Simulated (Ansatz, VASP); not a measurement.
# BN in VASP and in Ansatz

The input INCAR:

```
SYSTEM = BN
  PREC = Accurate
  ENCUT = 520
  EDIFF = 1E-6
  ISMEAR = 0
  SIGMA = 0.05
  LREAL = .FALSE.
  LASPH = .TRUE.
  NELM = 60
  ALGO = Normal
  ISIF = 2
  LWAVE = .FALSE.
  LCHARG = .FALSE.
  GGA = PE
  NBANDS = 16
```

KPOINTS

```
regular mesh
0
G
  12 12 6
  0 0 0
```

POSCAR

```
BN
1.0
    2.4779426931      0.0000000000      0.0000000000
   -1.2389713465      2.1459613213      0.0000000000
    0.0000000000      0.0000000000      4.0977790991
B N
2 2
Direct
    0.6666666667      0.3333333333      0.9998058547
    0.3333333333      0.6666666667      0.4998058547
    0.6666666667      0.3333333333      0.6251941453
    0.3333333333      0.6666666667      0.1251941453
```

Input for Ansatz:

```yaml
crystal:
  lattice:
    - [2.4779426931, 0.0, 0.0]
    - [-1.2389713465, 2.1459613213, 0.0]
    - [0.0, 0.0, 4.0977790991]
  atoms:
    - { symbol: B, position: [0.6666666667, 0.3333333333, 0.9998058547] }
    - { symbol: B, position: [0.3333333333, 0.6666666667, 0.4998058547] }
    - { symbol: "N", position: [0.6666666667, 0.3333333333, 0.6251941453] }
    - { symbol: "N", position: [0.3333333333, 0.6666666667, 0.1251941453] }
basis:
  ecutwfc: 420
kpoints:
  mp_grid: { grid: [12, 12, 6] }
hamiltonian:
  xc: pbe
scf:
  occupations: { method: gaussian, width: 0.05 }
output:
  forces: true
  stress: true
  eigenvalues: true
```

Change from the starting cell: strain -0.030 along x and y, -0.030 along z, atoms carried along.

Alike in both runs: task single point; functional PBE; k mesh 12 × 12 × 6; occupations gaussian, width 0.05 eV; no spin polarisation.

|  | VASP | Ansatz |
| --- | --- | --- |
| version | VASP 6.6.1 | Ansatz 0.2.0 |
| potentials or method | VASP PAW PBE potentials, release 64 (B, N) | scalar-relativistic, plane waves, PAW |
| plane-wave cutoff (eV) | 520 | 420 |
| valence electrons in the cell | 16 | 16 |

```csv
,VASP,Ansatz,Ansatz less VASP
gap on the k mesh at the Fermi level (eV),5.05,5.07,+0.019
least direct gap on the mesh (eV),8.67,8.68,+0.010
pressure (GPa),40.7,40.1,-0.55
largest component of the traceless stress (GPa),0.36,0.37,+0.010
rms of the force components (eV/Å),0.044,0.043,-0.0009
```

Atom by atom the forces differ by 0.001 eV/Å (rms over components).

Caveats: so large a pressure means that the cell lies far from this level's equilibrium, or that cutoff or potentials fall short (VASP). A k mesh can miss the band edges.
